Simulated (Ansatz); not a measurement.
## Equation of state of Ga from a dense series

```
CELL_PARAMETERS angstrom
2.25535 -3.82240 0.00000
2.25535 3.82240 0.00000
0.00000 0.00000 4.51670
ATOMIC_POSITIONS crystal
Ga 0.15250 0.84750 0.07850
Ga 0.65250 0.34750 0.42150
Ga 0.84750 0.15250 0.92150
Ga 0.34750 0.65250 0.57850
```

Atoms are numbered in the order listed.

The cell is COD entry 9008562, as deposited and not checked against the literature; nothing was relaxed.

Level of theory: DFT, PBE, all-electron LAPW, scalar-relativistic (Ansatz 0.2.0).

Sampling and basis: a Γ-centred 9×9×8 k mesh, Fermi–Dirac smearing of 0.05 eV, basis error target 1 meV/atom, no spin polarisation.

The cell is scaled evenly. Fractional coordinates are held (clamped ions).

```csv
V (Å³/atom),P (GPa)
18.690,5.05
19.080,3.60
19.274,2.93
19.469,2.31
19.664,1.71
19.858,1.16
20.248,0.13
20.637,-0.77
```

Fit a third-order Birch–Murnaghan curve to the pressures.

P = (3B0/2)(y^(7/2) − y^(5/2))[1 + (3/4)(B0′ − 4)(y − 1)] with y = (V0/V)^(2/3) fits within 0.01 GPa for V0 = 20.303 Å³/atom, B0 = 49.4 GPa and B0′ = 5.12.

Predict the pressure at the withheld volume, 18.301 Å³/atom.

There y = 1.0717, so the fit gives 6.69 GPa; the run gave 6.69 GPa.
